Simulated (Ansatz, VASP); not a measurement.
Two plane-wave programs on Sn

```xyz
2
Lattice="0.0000 3.2333 3.2333 3.2333 0.0000 3.2333 3.2333 3.2333 0.0000" Properties=species:S:1:pos:R:3 pbc="T T T"
Sn    1.6167    1.6167    1.6167
Sn    0.0000    0.0000    0.0000
```

This isn't the form of Sn at room conditions, which is tetragonal (white tin).

Alike in both runs: task single point; functional PBE; k mesh 7 × 7 × 7; occupations gaussian, width 0.05 eV; no spin polarisation.

|  | VASP | Ansatz |
| --- | --- | --- |
| version | VASP 6.6.1 | Ansatz 0.2.0 |
| potentials or method | VASP PAW PBE potentials, release 64 (Sn_d_GW) | Ansatz PAW |
| plane-wave cutoff (eV) | 550 | 420 |
| valence electrons in the cell | 28 | 28 |

Ansatz gave:

- gap on the k mesh at the Fermi level (eV): none
- pressure (GPa): 3.8

Question: Estimate VASP's values.

Answer: gap on the k mesh at the Fermi level (eV): none; pressure (GPa): 3.7.

A gap of «none» marks a metal or a gap that the smearing closes.
